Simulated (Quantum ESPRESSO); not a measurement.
# black arsenene, 1 layer, stepped through biaxial strain, part 3 of 6

Aim: how the results for black arsenene, 1 layer change with biaxial strain.

Quantum ESPRESSO 7.5; plane-wave DFT, PBE, GBRV ultrasoft pseudopotentials.

So far. Step 2 (Relaxing cell and ions of the reference):  The last row is no step: it is a fresh SCF in the final cell with a new plane-wave basis, -0 meV from the row before. Step 3 (Relaxing the ions, -4 %): The relaxation lowers the energy by 18 meV an atom.

### 5. Electrostatic potential, -4 %

plot_num = 11 writes the bare and Hartree potential, from which vacuum levels or, in a crystal, the mean potential are read.

m0.pot.in reads:

```
&inputpp
  prefix = 'm0.scf'
  outdir = './out'
  filplot = 'm0.pot.dat'
  plot_num = 11
/
```

Launch:

```console
$ OMP_NUM_THREADS=1 mpirun -n 4 pp.x -in m0.pot.in > m0.pot.out
```

Output:

```text
[banner, memory and clock lines left out]
Program POST-PROC v.7.5 starts

          URL

     ./out/m0.scf.save/

     IMPORTANT: XC functional enforced from input :
     Exchange-correlation= PBE
                           (   1   4   3   4   0   0   0)
     Any further DFT definition will be discarded
     Please, verify this is what you really want

     negative rho (up, down):  3.625E-04 0.000E+00

     Calling punch_plot, plot_num =  11
     Writing data to file  m0.pot.dat
     Message from routine chdens:
     namelist plot not found or invalid, exiting
```

Wall time 2.3 s (4 MPI ranks of Intel Xeon Platinum 8259CL at 2.50GHz (Skylake/Cascade Lake), shared host); peak memory 0.22 GiB; 5.7 s of CPU time.

Numbers from this step:

```
slope of the potential above                                          : -2.48e-4 eV/Å
upper vacuum line continued to the top atoms, over the valence top    : 4.162 eV
slope of the potential below                                          : -3.43e-5 eV/Å
lower vacuum line continued to the bottom atoms, over the valence top : 4.160 eV
vacuum level at the upper face over the valence top of the mesh       : 4.160 eV
vacuum level at the lower face over the valence top of the mesh       : 4.160 eV
```

The potential energy, planar mean oscillates, so the rows of the table below give means over windows of 0.5 Å about each position, cut where the curve ends. Its maxima inside the range that stand out by 2 % of the span (Å: eV): 7.57: 34.1, 8.74: 0.737, 9.91: 34.1. Its minima: 6.88: -2.45, 8.27: -2.95, 9.21: -2.95, 10.60: -2.45.

Electrostatic potential energy of an electron; zero at the highest filled level of the SCF mesh. Potential energy, planar mean against z; means over each step:

z (Å), potential energy, planar mean (eV) and a bar from the least value:
```
      0.0        4.2 #####
      0.5        4.2 #####
      1.0        4.2 #####
      1.5        4.2 #####
      2.0        4.2 #####
      2.5        4.2 #####
      3.0        4.2 #####
      3.5        4.2 #####
      4.0        4.2 #####
      4.5        4.2 #####
      5.0        4.1 #####
      5.5        4.0 #####
      6.0        3.4 ####
      6.5        0.9 ##
      7.0        5.5 ######
      7.5       30.2 ##############################
      8.0        7.6 ########
      8.5       -0.6 
      9.0       -0.7 
      9.5        8.7 #########
     10.0       30.2 ##############################
     10.5        4.5 #####
     11.0        1.1 ##
     11.5        3.4 ####
     12.0        4.0 #####
     12.5        4.1 #####
     13.0        4.2 #####
     13.5        4.2 #####
     14.0        4.2 #####
     14.5        4.2 #####
     15.0        4.2 #####
     15.5        4.2 #####
     16.0        4.2 #####
     16.5        4.2 #####
     17.0        4.2 #####
```

### 6. Bands along a path, -4 %

Bands along a path place the edges.

m0.bands.in reads:

```
&control
  prefix = 'm0.bands'
  outdir = './out'
  pseudo_dir = './pseudo'
  calculation = 'bands'
/
&system
  ibrav = 0
  nat = 4
  ntyp = 1
  ecutwfc = 40
  ecutrho = 200
  occupations = 'smearing'
  smearing = 'fd'
  degauss = 0.002
  nbnd = 16
/
&electrons
  conv_thr = 1e-07
  mixing_beta = 0.4
  electron_maxstep = 120
  mixing_mode = 'plain'
/
ATOMIC_SPECIES
  As  74.9216  as_pbe_v1.uspp.F.UPF
CELL_PARAMETERS angstrom
  4.56564540768000 0.00000000000000 0.00000000000000
  0.00000000000000 3.54444594528000 0.00000000000000
  0.00000000000000 0.00000000000000 17.48000000000000
ATOMIC_POSITIONS crystal
  As  0.061502909200 0.000000000000 0.430487720600
  As  0.438558490200 0.500000000000 0.430488967600
  As  0.561441509800 0.500000000000 0.569511032400
  As  0.938497090800 0.000000000000 0.569512279400
K_POINTS crystal_b
5
  0.0000000000 0.0000000000 0.0000000000 12
  0.5000000000 0.0000000000 0.0000000000 12
  0.5000000000 0.5000000000 0.0000000000 12
  0.0000000000 0.5000000000 0.0000000000 12
  0.0000000000 0.0000000000 0.0000000000 1
```

Launch:

```console
$ cp -r out/m0.scf.save out/m0.bands.save
$ cp out/m0.scf.xml out/m0.bands.xml
$ OMP_NUM_THREADS=1 mpirun -n 4 pw.x -nk 4 -in m0.bands.in > m0.bands.out
```

Output:

```text
[banner, memory and clock lines left out]
Program PWSCF v.7.5 starts

          URL

     Atomic positions and unit cell read from directory:
     ./out/m0.bands.save/

     Message from routine setup:
     using ibrav=0 with symmetry is DISCOURAGED, use correct ibrav instead

     G-vector sticks info

     bravais-lattice index     =            0
     lattice parameter (alat)  =       8.6278  a.u.
     unit-cell volume          =    1908.9237 (a.u.)^3
     number of atoms/cell      =            4
     number of atomic types    =            1
     number of electrons       =        20.00
     number of Kohn-Sham states=           16
     kinetic-energy cutoff     =      40.0000  Ry
     charge density cutoff     =     200.0000  Ry
     Exchange-correlation= SLA  PW   PBE  PBE
                           (   1   4   3   4   0   0   0)

     celldm(1)=   8.627819  celldm(2)=   0.000000  celldm(3)=   0.000000
     celldm(4)=   0.000000  celldm(5)=   0.000000  celldm(6)=   0.000000

     crystal axes: (cart. coord. in units of alat)
               a(1) = (   1.000000   0.000000   0.000000 )
               a(2) = (   0.000000   0.776330   0.000000 )
               a(3) = (   0.000000   0.000000   3.828593 )

     reciprocal axes: (cart. coord. in units 2 pi/alat)
               b(1) = (  1.000000  0.000000  0.000000 )
               b(2) = (  0.000000  1.288113  0.000000 )
               b(3) = (  0.000000  0.000000  0.261193 )

     PseudoPot. # 1 for As read from file:
     ./pseudo/as_pbe_v1.uspp.F.UPF
     Pseudo is Ultrasoft + core correction, Zval =  5.0
     Generated by new atomic code, or converted to UPF format
     Using radial grid of  875 points,  6 beta functions with:
                l(1) =   0
                l(2) =   0
                l(3) =   1
                l(4) =   1
                l(5) =   2
                l(6) =   2
     Q(r) pseudized with  8 coefficients,  rinner =    1.300   1.300   1.300
                                                       1.300   1.300

     atomic species   valence    mass     pseudopotential
     As                5.00    74.92160     As( 1.00)

      4 Sym. Ops., with inversion, found

   Cartesian axes

     site n.     atom                  positions (alat units)
         1        As     tau(   1) = (   0.0615029   0.0000000   1.6481625  )
         2        As     tau(   2) = (   0.4385585   0.3881648   1.6481672  )
         3        As     tau(   3) = (   0.5614415   0.3881648   2.1804262  )
         4        As     tau(   4) = (   0.9384971   0.0000000   2.1804310  )

     number of k points=    49  Fermi-Dirac smearing, width (Ry)=  0.0020
                       cart. coord. in units 2pi/alat
        k(    1) = (   0.0000000   0.0000000   0.0000000), wk =   0.0408163
        k(    2) = (   0.0416667   0.0000000   0.0000000), wk =   0.0408163
        k(    3) = (   0.0833333   0.0000000   0.0000000), wk =   0.0408163
        k(    4) = (   0.1250000   0.0000000   0.0000000), wk =   0.0408163
        k(    5) = (   0.1666667   0.0000000   0.0000000), wk =   0.0408163
        k(    6) = (   0.2083333   0.0000000   0.0000000), wk =   0.0408163
        k(    7) = (   0.2500000   0.0000000   0.0000000), wk =   0.0408163
        k(    8) = (   0.2916667   0.0000000   0.0000000), wk =   0.0408163
        k(    9) = (   0.3333333   0.0000000   0.0000000), wk =   0.0408163
        k(   10) = (   0.3750000   0.0000000   0.0000000), wk =   0.0408163
        k(   11) = (   0.4166667   0.0000000   0.0000000), wk =   0.0408163
        k(   12) = (   0.4583333   0.0000000   0.0000000), wk =   0.0408163
        k(   13) = (   0.5000000   0.0000000   0.0000000), wk =   0.0408163
        k(   14) = (   0.5000000   0.0536714   0.0000000), wk =   0.0408163
        k(   15) = (   0.5000000   0.1073427   0.0000000), wk =   0.0408163
        k(   16) = (   0.5000000   0.1610141   0.0000000), wk =   0.0408163
        k(   17) = (   0.5000000   0.2146854   0.0000000), wk =   0.0408163
        k(   18) = (   0.5000000   0.2683568   0.0000000), wk =   0.0408163
        k(   19) = (   0.5000000   0.3220281   0.0000000), wk =   0.0408163
        k(   20) = (   0.5000000   0.3756995   0.0000000), wk =   0.0408163
        k(   21) = (   0.5000000   0.4293709   0.0000000), wk =   0.0408163
        k(   22) = (   0.5000000   0.4830422   0.0000000), wk =   0.0408163
        k(   23) = (   0.5000000   0.5367136   0.0000000), wk =   0.0408163
        k(   24) = (   0.5000000   0.5903849   0.0000000), wk =   0.0408163
        k(   25) = (   0.5000000   0.6440563   0.0000000), wk =   0.0408163
        k(   26) = (   0.4583333   0.6440563   0.0000000), wk =   0.0408163
        k(   27) = (   0.4166667   0.6440563   0.0000000), wk =   0.0408163
        k(   28) = (   0.3750000   0.6440563   0.0000000), wk =   0.0408163
        k(   29) = (   0.3333333   0.6440563   0.0000000), wk =   0.0408163
        k(   30) = (   0.2916667   0.6440563   0.0000000), wk =   0.0408163
        k(   31) = (   0.2500000   0.6440563   0.0000000), wk =   0.0408163
        k(   32) = (   0.2083333   0.6440563   0.0000000), wk =   0.0408163
        k(   33) = (   0.1666667   0.6440563   0.0000000), wk =   0.0408163
        k(   34) = (   0.1250000   0.6440563   0.0000000), wk =   0.0408163
        k(   35) = (   0.0833333   0.6440563   0.0000000), wk =   0.0408163
        k(   36) = (   0.0416667   0.6440563   0.0000000), wk =   0.0408163
        k(   37) = (   0.0000000   0.6440563   0.0000000), wk =   0.0408163
        k(   38) = (   0.0000000   0.5903849   0.0000000), wk =   0.0408163
        k(   39) = (   0.0000000   0.5367136   0.0000000), wk =   0.0408163
        k(   40) = (   0.0000000   0.4830422   0.0000000), wk =   0.0408163
        k(   41) = (   0.0000000   0.4293709   0.0000000), wk =   0.0408163
        k(   42) = (   0.0000000   0.3756995   0.0000000), wk =   0.0408163
        k(   43) = (   0.0000000   0.3220281   0.0000000), wk =   0.0408163
        k(   44) = (   0.0000000   0.2683568   0.0000000), wk =   0.0408163
        k(   45) = (   0.0000000   0.2146854   0.0000000), wk =   0.0408163
        k(   46) = (   0.0000000   0.1610141   0.0000000), wk =   0.0408163
        k(   47) = (   0.0000000   0.1073427   0.0000000), wk =   0.0408163
        k(   48) = (   0.0000000   0.0536714   0.0000000), wk =   0.0408163
        k(   49) = (   0.0000000   0.0000000   0.0000000), wk =   0.0408163

     Dense  grid:    91229 G-vectors     FFT dimensions: (  40,  32, 150)

     Smooth grid:    65221 G-vectors     FFT dimensions: (  36,  27, 135)

     The potential is recalculated from file :
     ./out/m0.bands.save/charge-density

     negative rho (up, down):  3.625E-04 0.000E+00
[...]
-14.2677 -13.9403 -10.1687  -9.7954  -4.1275  -3.6564  -2.4774  -2.2205
    -1.7213  -0.9726   0.6593   1.1018   1.6123   1.9951   2.0016   2.2845

          k = 0.5000 0.0000 0.0000 (  8214 PWs)   bands (ev):

   -14.1042 -14.1036  -9.9984  -9.9983  -3.8981  -3.8974  -2.3450  -2.3446
    -1.3318  -1.3316   0.9202   0.9202   1.7636   1.7636   2.1219   2.1221

          k = 0.5000 0.0537 0.0000 (  8186 PWs)   bands (ev):

   -14.0872 -14.0866  -9.9912  -9.9911  -3.8875  -3.8868  -2.6383  -2.6379
    -1.1888  -1.1886   0.9674   0.9675   1.7197   1.7197   2.2512   2.2514

          k = 0.5000 0.1073 0.0000 (  8178 PWs)   bands (ev):

   -14.0362 -14.0356  -9.9709  -9.9708  -3.8572  -3.8565  -3.2055  -3.2051
    -1.0992  -1.0988   1.1273   1.1277   1.7147   1.7149   2.5287   2.5289

          k = 0.5000 0.1610 0.0000 (  8174 PWs)   bands (ev):

   -13.9519 -13.9514  -9.9413  -9.9412  -3.8519  -3.8516  -3.7794  -3.7788
    -1.2534  -1.2530   1.3349   1.3354   1.8507   1.8509   2.9019   2.9021

          k = 0.5000 0.2147 0.0000 (  8170 PWs)   bands (ev):

   -13.8356 -13.8350  -9.9094  -9.9093  -4.4227  -4.4225  -3.7487  -3.7481
    -1.5762  -1.5758   1.4848   1.4852   2.1085   2.1087   3.3729   3.3729

          k = 0.5000 0.2684 0.0000 (  8152 PWs)   bands (ev):

   -13.6891 -13.6885  -9.8860  -9.8859  -4.9639  -4.9637  -3.7010  -3.7005
    -1.9636  -1.9634   1.5989   1.5993   2.3817   2.3820   3.9044   3.9046

          k = 0.5000 0.3220 0.0000 (  8140 PWs)   bands (ev):

   -13.5154 -13.5148  -9.8854  -9.8854  -5.4236  -5.4234  -3.6976  -3.6973
    -2.3282  -2.3282   1.6962   1.6966   2.6337   2.6340   4.4161   4.4164

          k = 0.5000 0.3757 0.0000 (  8146 PWs)   bands (ev):

   -13.3192 -13.3186  -9.9234  -9.9233  -5.7767  -5.7766  -3.8041  -3.8040
    -2.5790  -2.5787   1.7668   1.7674   2.8702   2.8706   4.6832   4.6834

          k = 0.5000 0.4294 0.0000 (  8146 PWs)   bands (ev):

   -13.1081 -13.1075 -10.0107 -10.0105  -6.0054  -6.0054  -4.0548  -4.0546
    -2.6683  -2.6677   1.7940   1.7947   3.1009   3.1012   4.5976   4.5978

          k = 0.5000 0.4830 0.0000 (  8148 PWs)   bands (ev):

   -12.8944 -12.8937 -10.1430 -10.1428  -6.1064  -6.1063  -4.3878  -4.3876
    -2.6505  -2.6498   1.7728   1.7736   3.3303   3.3306   4.5466   4.5470

          k = 0.5000 0.5367 0.0000 (  8124 PWs)   bands (ev):

   -12.6989 -12.6982 -10.2949 -10.2947  -6.0978  -6.0977  -4.7228  -4.7225
    -2.5971  -2.5964   1.7209   1.7219   3.5496   3.5498   4.5577   4.5583

          k = 0.5000 0.5904 0.0000 (  8106 PWs)   bands (ev):

   -12.5541 -12.5535 -10.4213 -10.4210  -6.0257  -6.0255  -4.9921  -4.9918
    -2.5506  -2.5499   1.6708   1.6718   3.7244   3.7246   4.5960   4.5967

          k = 0.5000 0.6441 0.0000 (  8100 PWs)   bands (ev):

   -12.4993 -12.4987 -10.4715 -10.4712  -5.9785  -5.9782  -5.1049  -5.1045
    -2.5328  -2.5321   1.6505   1.6516   3.7949   3.7951   4.6169   4.6177

          k = 0.4583 0.6441 0.0000 (  8104 PWs)   bands (ev):

   -12.5060 -12.5053 -10.4714 -10.4711  -5.9654  -5.9652  -5.0766  -5.0762
    -2.5352  -2.5345   1.6533   1.6543   3.6719   3.6720   4.6144   4.6151

          k = 0.4167 0.6441 0.0000 (  8142 PWs)   bands (ev):

   -12.5253 -12.5247 -10.4715 -10.4712  -5.9245  -5.9243  -4.9945  -4.9942
    -2.5417  -2.5411   1.6584   1.6594   3.3531   3.3533   4.6076   4.6082

          k = 0.3750 0.6441 0.0000 (  8166 PWs)   bands (ev):

   -12.5554 -12.5547 -10.4727 -10.4724  -5.8523  -5.8522  -4.8661  -4.8659
    -2.5504  -2.5497   1.6543   1.6553   2.9333   2.9334   4.5510   4.5513

          k = 0.3333 0.6441 0.0000 (  8176 PWs)   bands (ev):

   -12.5932 -12.5926 -10.4757 -10.4755  -5.7458  -5.7457  -4.7014  -4.7012
    -2.5580  -2.5574   1.6097   1.6106   2.5028   2.5029   4.2058   4.2059

          k = 0.2917 0.6441 0.0000 (  8162 PWs)   bands (ev):

   -12.6357 -12.6351 -10.4812 -10.4810  -5.6042  -5.6041  -4.5114  -4.5113
    -2.5612  -2.5606   1.4446   1.4453   2.1765   2.1766   3.7016   3.7017

          k = 0.2500 0.6441 0.0000 (  8178 PWs)   bands (ev):

   -12.6795 -12.6789 -10.4891 -10.4890  -5.4300  -5.4300  -4.3081  -4.3080
    -2.5573  -2.5568   1.1092   1.1097   2.0268   2.0270   3.1678   3.1679

          k = 0.2083 0.6441 0.0000 (  8162 PWs)   bands (ev):

   -12.7216 -12.7211 -10.4989 -10.4987  -5.2297  -5.2296  -4.1029  -4.1027
    -2.5474  -2.5470   0.7130   0.7133   1.9598   1.9601   2.6452   2.6452

          k = 0.1667 0.6441 0.0000 (  8186 PWs)   bands (ev):

   -12.7595 -12.7590 -10.5093 -10.5091  -5.0149  -5.0148  -3.9046  -3.9043
    -2.5412  -2.5409   0.3550   0.3553   1.8462   1.8465   2.2129   2.2129

          k = 0.1250 0.6441 0.0000 (  8182 PWs)   bands (ev):

   -12.7911 -12.7906 -10.5191 -10.5190  -4.8039  -4.8038  -3.7155  -3.7151
    -2.5616  -2.5613   0.0966   0.0969   1.4969   1.4970   2.0538   2.0541

          k = 0.0833 0.6441 0.0000 (  8162 PWs)   bands (ev):

   -12.8147 -12.8142 -10.5272 -10.5271  -4.6227  -4.6225  -3.5304  -3.5299
    -2.6361  -2.6360  -0.0179  -0.0175   1.0725   1.0726   2.0193   2.0195

          k = 0.0417 0.6441 0.0000 (  8188 PWs)   bands (ev):

   -12.8293 -12.8288 -10.5324 -10.5323  -4.4999  -4.4997  -3.3514  -3.3508
    -2.7632  -2.7631   0.0156   0.0162   0.7051   0.7054   2.0073   2.0075

          k = 0.0000 0.6441 0.0000 (  8166 PWs)   bands (ev):

   -12.8343 -12.8338 -10.5342 -10.5341  -4.4567  -4.4565  -3.2508  -3.2500
    -2.8505  -2.8505   0.0893   0.0902   0.5206   0.5212   2.0040   2.0042

          k = 0.0000 0.5904 0.0000 (  8184 PWs)   bands (ev):

   -13.1966 -12.4576 -10.9347 -10.1117  -4.5659  -4.4338  -3.3931  -3.1768
    -2.8965  -2.6858   0.1360   0.1733   0.1880   0.9292   1.6512   2.3753

          k = 0.0000 0.5367 0.0000 (  8194 PWs)   bands (ev):

   -13.5395 -12.0749 -11.3087  -9.6734  -4.7025  -4.5222  -3.5888  -3.1671
    -2.8187  -2.4515  -0.0906   0.3277   0.3992   1.3351   1.3837   2.7529

          k = 0.0000 0.4830 0.0000 (  8172 PWs)   bands (ev):

   -13.8584 -11.6954 -11.6531  -9.2275  -4.8189  -4.6879  -3.8134  -3.1941
    -2.6846  -2.1901  -0.2353   0.6176   0.6426   1.1390   1.8731   3.1247

          k = 0.0000 0.4294 0.0000 (  8150 PWs)   bands (ev):

   -14.1498 -11.9654 -11.3307  -8.7854  -4.8856  -4.8846  -4.0455  -3.2226
    -2.5819  -1.9294  -0.2181   0.5509   1.0487   1.3330   2.3863   3.4763

          k = 0.0000 0.3757 0.0000 (  8176 PWs)   bands (ev):

   -14.4113 -12.2439 -10.9937  -8.3619  -5.0867  -4.8797  -4.2699  -3.2192
    -2.5605  -1.6879  -0.0190   0.3334   1.5130   1.7652   2.9057   3.7919

          k = 0.0000 0.3220 0.0000 (  8167 PWs)   bands (ev):

   -14.6409 -12.4873 -10.6968  -7.9745  -5.2755  -4.7916  -4.4764  -3.1565
    -2.6129  -1.4777   0.1171   0.3347   1.9995   2.2678   3.3874   3.6816

          k = 0.0000 0.2684 0.0000 (  8177 PWs)   bands (ev):

   -14.8372 -12.6946 -10.4497  -7.6409  -5.4435  -4.6584  -4.6171  -3.0160
    -2.7041  -1.3052  -0.0739   0.7919   2.4552   2.8007   3.4623   3.6653

          k = 0.0000 0.2147 0.0000 (  8167 PWs)   bands (ev):

   -14.9990 -12.8650 -10.2566  -7.3744  -5.5856  -4.8115  -4.3654  -2.8039
    -2.7930  -1.1718  -0.2335   1.3036   2.7828   3.2819   3.3377   3.3912

          k = 0.0000 0.1610 0.0000 (  8163 PWs)   bands (ev):

   -15.1256 -12.9981 -10.1161  -7.1789  -5.6986  -4.9330  -4.0624  -2.8938
    -2.5044  -1.0752  -0.3592   1.8236   2.7695   2.8468   3.1411   3.6066

          k = 0.0000 0.1073 0.0000 (  8141 PWs)   bands (ev):

   -15.2165 -13.0934 -10.0228  -7.0497  -5.7805  -5.0209  -3.7553  -2.9634
    -2.1957  -1.0109  -0.4497   2.1659   2.2961   2.6468   3.0403   3.5055

          k = 0.0000 0.0537 0.0000 (  8129 PWs)   bands (ev):

   -15.2711 -13.1507  -9.9702  -6.9776  -5.8301  -5.0740  -3.5152  -3.0069
    -1.9444  -0.9745  -0.5042   1.7361   2.3884   2.6438   2.9796   3.4448

          k = 0.0000 0.0000 0.0000 (  8091 PWs)   bands (ev):

   -15.2894 -13.1698  -9.9533  -6.9546  -5.8467  -5.0918  -3.4222  -3.0217
    -1.8446  -0.9627  -0.5225   1.5787   2.2755   2.7753   2.9591   3.4245

     XML data file, pseudopotentials, collected wavefunctions

                                        0.00s GPU  (     629 calls)
```

It took 49 s on 4 MPI ranks; peak memory 0.38 GiB.

This step gave:

- valence top, on the run's zero: -0.6577 eV
- gap by band count: 0.1352 eV

Band numbers count within the set of bands kept for display. Electronic bands along the path, in eV, zero at the highest filled level of the SCF mesh; v1 is the highest filled band, c1 the lowest empty one:

| point | v4 | v3 | v2 | v1 | c1 | c2 | c3 | c4 |
| --- | --- | --- | --- | --- | --- | --- | --- | --- |
| Γ | -2.76 | -2.36 | -1.19 | -0.30 | 0.14 | 2.24 | 2.93 | 3.43 |
| halfway | -2.45 | -1.62 | -1.20 | -0.93 | 1.02 | 1.89 | 2.51 | 2.77 |
| X | -1.69 | -1.69 | -0.67 | -0.67 | 1.58 | 1.58 | 2.42 | 2.42 |
| halfway | -3.04 | -3.04 | -1.67 | -1.67 | 2.35 | 2.35 | 3.29 | 3.29 |
| S | -4.45 | -4.45 | -1.87 | -1.87 | 2.31 | 2.31 | 4.45 | 4.45 |
| halfway | -3.65 | -3.65 | -1.90 | -1.90 | 1.77 | 1.77 | 2.68 | 2.68 |
| Y | -2.59 | -2.59 | -2.19 | -2.19 | 0.75 | 0.75 | 1.18 | 1.18 |
| halfway | -3.82 | -2.50 | -1.96 | -0.82 | 0.77 | 0.99 | 2.66 | 2.93 |
| Γ | -2.76 | -2.36 | -1.19 | -0.30 | 0.14 | 2.24 | 2.93 | 3.43 |

An edge by band count lies at the Fermi level or within reach of the smearing, so that band is partly filled.

Along this path the valence top lies near X and the conduction bottom at Γ.

(Part 3 of 6 ends here.)

[Logs are printed without paths, hosts, clocks, repeated set-up lines and the standing remarks that a program may print on its own settings, such as how far it seeks lower states.]

[Hosts, paths, dates, database ids (printed as entryN), source tags and the programs' standing remarks are cut or masked in the printed files.]

[Maps of the electrostatic potential energy from Ansatz leave out the sawtooth potential of an applied field or a dipole correction, so their vacuum need not be flat; planar profiles and work functions include it.]
